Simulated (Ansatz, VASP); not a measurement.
# Two plane-wave programs on AlN

File INCAR:

```
PREC = Accurate ; ENCUT = 520
EDIFF = 1E-7 ; ISMEAR = 0
SIGMA = 0.02 ; LREAL = Auto
LASPH = True ; NELM = 100
ALGO = Fast ; ISIF = 2
LWAVE = False ; LCHARG = True
GGA = PE ; LELF = True
LVHAR = True ; NBANDS = 86
```

Contents of KPOINTS:

```
regular mesh
0
Gamma
  2 2 2
```

File POSCAR:

```
AlN
1.0
    3.1302036629     -5.4216717821      0.0000000000
    3.1302036629      5.4216717821      0.0000000000
    0.0000000000      0.0000000000     10.0360387109
Al N
16 16
Direct
    0.6666666667      0.3333333333      0.2496174726
    0.6666666667      0.3333333333      0.7496174726
    0.1666666667      0.3333333333      0.2496174726
    0.1666666667      0.3333333333      0.7496174726
    0.6666666667      0.8333333333      0.2496174726
    0.6666666667      0.8333333333      0.7496174726
    0.1666666667      0.8333333333      0.2496174726
    0.1666666667      0.8333333333      0.7496174726
    0.3333333333      0.1666666667      0.4996174726
    0.3333333333      0.1666666667      0.9996174726
    0.8333333333      0.1666666667      0.4996174726
    0.8333333333      0.1666666667      0.9996174726
    0.3333333333      0.6666666667      0.4996174726
    0.3333333333      0.6666666667      0.9996174726
    0.8333333333      0.6666666667      0.4996174726
    0.8333333333      0.6666666667      0.9996174726
    0.6666666667      0.3333333333      0.4403825274
    0.6666666667      0.3333333333      0.9403825274
    0.1666666667      0.3333333333      0.4403825274
    0.1666666667      0.3333333333      0.9403825274
    0.6666666667      0.8333333333      0.4403825274
    0.6666666667      0.8333333333      0.9403825274
    0.1666666667      0.8333333333      0.4403825274
    0.1666666667      0.8333333333      0.9403825274
    0.3333333333      0.1666666667      0.1903825274
    0.3333333333      0.1666666667      0.6903825274
    0.8333333333      0.1666666667      0.1903825274
    0.8333333333      0.1666666667      0.6903825274
    0.3333333333      0.6666666667      0.1903825274
    0.3333333333      0.6666666667      0.6903825274
    0.8333333333      0.6666666667      0.1903825274
    0.8333333333      0.6666666667      0.6903825274
```

Input for Ansatz:

```yaml
crystal:
  lattice:
    - [3.1302036629, -5.4216717821, 0.0]
    - [3.1302036629, 5.4216717821, 0.0]
    - [0.0, 0.0, 10.0360387109]
  atoms:
    - { symbol: Al, position: [0.6666666667, 0.3333333333, 0.2496174726] }
    - { symbol: Al, position: [0.6666666667, 0.3333333333, 0.7496174726] }
    - { symbol: Al, position: [0.1666666667, 0.3333333333, 0.2496174726] }
    - { symbol: Al, position: [0.1666666667, 0.3333333333, 0.7496174726] }
    - { symbol: Al, position: [0.6666666667, 0.8333333333, 0.2496174726] }
    - { symbol: Al, position: [0.6666666667, 0.8333333333, 0.7496174726] }
    - { symbol: Al, position: [0.1666666667, 0.8333333333, 0.2496174726] }
    - { symbol: Al, position: [0.1666666667, 0.8333333333, 0.7496174726] }
    - { symbol: Al, position: [0.3333333333, 0.1666666667, 0.4996174726] }
    - { symbol: Al, position: [0.3333333333, 0.1666666667, 0.9996174726] }
    - { symbol: Al, position: [0.8333333333, 0.1666666667, 0.4996174726] }
    - { symbol: Al, position: [0.8333333333, 0.1666666667, 0.9996174726] }
    - { symbol: Al, position: [0.3333333333, 0.6666666667, 0.4996174726] }
    - { symbol: Al, position: [0.3333333333, 0.6666666667, 0.9996174726] }
    - { symbol: Al, position: [0.8333333333, 0.6666666667, 0.4996174726] }
    - { symbol: Al, position: [0.8333333333, 0.6666666667, 0.9996174726] }
    - { symbol: "N", position: [0.6666666667, 0.3333333333, 0.4403825274] }
    - { symbol: "N", position: [0.6666666667, 0.3333333333, 0.9403825274] }
    - { symbol: "N", position: [0.1666666667, 0.3333333333, 0.4403825274] }
    - { symbol: "N", position: [0.1666666667, 0.3333333333, 0.9403825274] }
    - { symbol: "N", position: [0.6666666667, 0.8333333333, 0.4403825274] }
    - { symbol: "N", position: [0.6666666667, 0.8333333333, 0.9403825274] }
    - { symbol: "N", position: [0.1666666667, 0.8333333333, 0.4403825274] }
    - { symbol: "N", position: [0.1666666667, 0.8333333333, 0.9403825274] }
    - { symbol: "N", position: [0.3333333333, 0.1666666667, 0.1903825274] }
    - { symbol: "N", position: [0.3333333333, 0.1666666667, 0.6903825274] }
    - { symbol: "N", position: [0.8333333333, 0.1666666667, 0.1903825274] }
    - { symbol: "N", position: [0.8333333333, 0.1666666667, 0.6903825274] }
    - { symbol: "N", position: [0.3333333333, 0.6666666667, 0.1903825274] }
    - { symbol: "N", position: [0.3333333333, 0.6666666667, 0.6903825274] }
    - { symbol: "N", position: [0.8333333333, 0.6666666667, 0.1903825274] }
    - { symbol: "N", position: [0.8333333333, 0.6666666667, 0.6903825274] }
basis:
  ecutwfc: 420
  xc_grid: 2
kpoints:
  mp_grid: { grid: [2, 2, 2], shift: [0.0, 0.0, 0.0] }
hamiltonian:
  xc: pbe
scf:
  occupations: { method: gaussian, width: 0.02 }
output:
  forces: true
  stress: true
  eigenvalues: true
  write_density: true
  write_potential: true
  elf: true
  volumetric_format: npy
```

Alike in both runs: task single point; functional PBE; k mesh 2 × 2 × 2; occupations gaussian, width 0.02 eV; no spin polarisation.

|  | VASP | Ansatz |
| --- | --- | --- |
| version | VASP 6.6.1 | Ansatz 0.2.0 |
| potentials or method | VASP PAW PBE potentials, release 64 (Al, N) | scalar-relativistic, plane waves, PAW |
| plane-wave cutoff (eV) | 520 | 420 |
| valence electrons in the cell | 128 | 128 |

|  | VASP | Ansatz | Ansatz less VASP |
| --- | --- | --- | --- |
| gap on the k mesh at the Fermi level (eV) | 4.04 | 4.03 | -0.009 |
| least direct gap on the mesh (eV) | 4.04 | 4.03 | -0.009 |
| pressure (GPa) | -0.3 | 0.0 | +0.26 |
| largest component of the traceless stress (GPa) | 0.22 | 0.25 | +0.037 |
| rms of the force components (eV/Å) | 0.008 | 0.010 | +0.0021 |

Atom by atom the forces differ by 0.002 eV/Å (rms over components).

Caveats: the k mesh is coarse (spacing up to 0.58 Å⁻¹), so the values aren't converged.
